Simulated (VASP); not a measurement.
ZnSe (Stilleite):

```
Zn Se
1.0
     0.00000    2.83380    2.83380
     2.83380    0.00000    2.83380
     2.83380    2.83380    0.00000
Zn Se
1 1
Direct
  0.00000 0.00000 0.00000
  0.25000 0.25000 0.25000
```

| Quantity | Value |
| --- | --- |
| Program | VASP 6.6.1 |
| Task | relaxation of cell and atoms |
| Functional | PBE |
| Potentials or basis | VASP PAW PBE potentials, release 64 (Zn, Se) |
| Cutoff | 600 eV |
| k mesh | 8 × 8 × 8 |
| Occupations | gaussian, width 0.03 eV |
| Spin | no spin polarisation |

At the start: pressure 2.3 GPa; volume 22.76 Å³/atom.

Question: How do energy, volume and symmetry change on relaxing?

Answer: Over 4 steps the energy falls by 6.1 meV/atom and the volume is 23.66 Å³/atom (+4.0 %); space group F-43m (No. 216, to 0.05 Å).

The path:
```
step  energy change (eV)  largest force (eV/Å)  pressure (GPa)  volume (Å³)
   1              0.0000                0.0000            2.34        45.51
   2             -0.0114                0.0000           -0.55        47.73
   3             -0.0122                0.0000            0.11        47.25
   4             -0.0122                0.0000           -0.06        47.33
```

Final structure:
```xyz
2
Lattice="0.0000 2.8710 2.8710 2.8710 0.0000 2.8710 2.8710 2.8710 0.0000" Properties=species:S:1:pos:R:3 pbc="T T T"
Zn    0.0000    2.8710    2.8710
Se    1.4355    1.4355    1.4355
```
